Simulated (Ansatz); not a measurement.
Crystal: TiAl3.

```
Ti Al
1.0
    -1.91111    1.91111    4.28067
     1.91111   -1.91111    4.28067
     1.91111    1.91111   -4.28067
Ti Al
1 3
Direct
  0.00000 0.00000 0.00000
  0.25000 0.75000 0.50000
  0.75000 0.25000 0.50000
  0.50000 0.50000 0.00000
```

The cell comes from a database or a generator and needn't be the stable form of this composition.

Base run:

| Quantity | Value |
| --- | --- |
| Program | Ansatz 0.2.0 |
| Functional | PBE |
| Potentials or basis | Ansatz PAW |
| Cutoff | 420 eV (not typed: the program's choice for these potentials) |
| k mesh | 10 × 10 × 10 |
| Occupations | fermi-dirac, width 0.05 eV |
| Spin | no spin polarisation |

Its results: band gap on the k mesh none (metal or under the smearing width); pressure 2.1 GPa.

Q: The run is repeated on the same cell with these changes: functional from PBE to LDA. What comes out?

A: Band gap on the k mesh none (metal or under the smearing width); pressure -3.5 GPa.

LDA binds more tightly than PBE, so the same cell stands under less pressure.

Caveats: the PAW data sets come from PBE, with cores solved anew for the run's functional, which leaves a small shift of forces and pressure (some runs).
